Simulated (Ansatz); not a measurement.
Relaxed bulk AlAs:

```cif
data_structure
_symmetry_space_group_name_H-M 'P 1'
_symmetry_Int_Tables_number 1
_cell_length_a 4.0500
_cell_length_b 4.0500
_cell_length_c 4.0500
_cell_angle_alpha 60.000
_cell_angle_beta 60.000
_cell_angle_gamma 60.000
_cell_volume 46.97
loop_
_atom_site_label
_atom_site_type_symbol
_atom_site_fract_x
_atom_site_fract_y
_atom_site_fract_z
_atom_site_occupancy
Al1 Al 0.00000 0.00000 0.00000 1
As1 As 0.75000 0.75000 0.75000 1
```

Miller indices refer to the conventional cell of F-43m (No. 216), a = 5.728 Å, b = 5.728 Å, c = 5.728 Å, α = 90.00°, β = 90.00°, γ = 90.00°. The bulk's gap is 1.50 eV.

The (111) slab of 8 planes, 10.7 Å thick with 15 Å of vacuum as cut; outer planes Al (top) and As (bottom).

Level of theory: DFT PBE, scalar-relativistic, plane waves, PAW in Ansatz. Cutoff 420 eV; k points 9×9×1 on the computed 8-atom cell (Γ-centred); Gaussian smearing, width 0.05 eV; no spin polarisation. The cell repeats along c with a dipole correction in the vacuum.

This cut of an insulator is polar or leaves open shells, so the slab is metallic here; real surfaces compensate by reconstruction or adsorbates.

Results for the relaxed slab:

```json
{
 "Surface energy (mean of both faces)": "1.39 J/m²",
 "Gap of the slab on the mesh": "none (metal or semimetal)",
 "Work function": "3.41 eV (top), 5.81 eV (bottom)",
 "Dipole of the slab along +c, per cell": "0.19 e·Å"
}
```

Relaxation lowers the energy by 0.042 J/m² a face; the largest move is 0.079 Å.

| plane (bottom to top) | atoms | spacing to next, bulk (Å) | relaxed (Å) | change (%) |
| --- | --- | --- | --- | --- |
| 1 | As | 0.827 | 0.726 | -12.2 |
| 2 | Al | 2.480 | 2.585 | +4.2 |
| 3 | As | 0.827 | 0.762 | -7.8 |
| 4 | Al | 2.480 | 2.555 | +3.0 |
| 5 | As | 0.827 | 0.771 | -6.7 |
| 6 | Al | 2.480 | 2.579 | +4.0 |
| 7 | As | 0.827 | 0.720 | -12.9 |
| 8 | Al |  |  |  |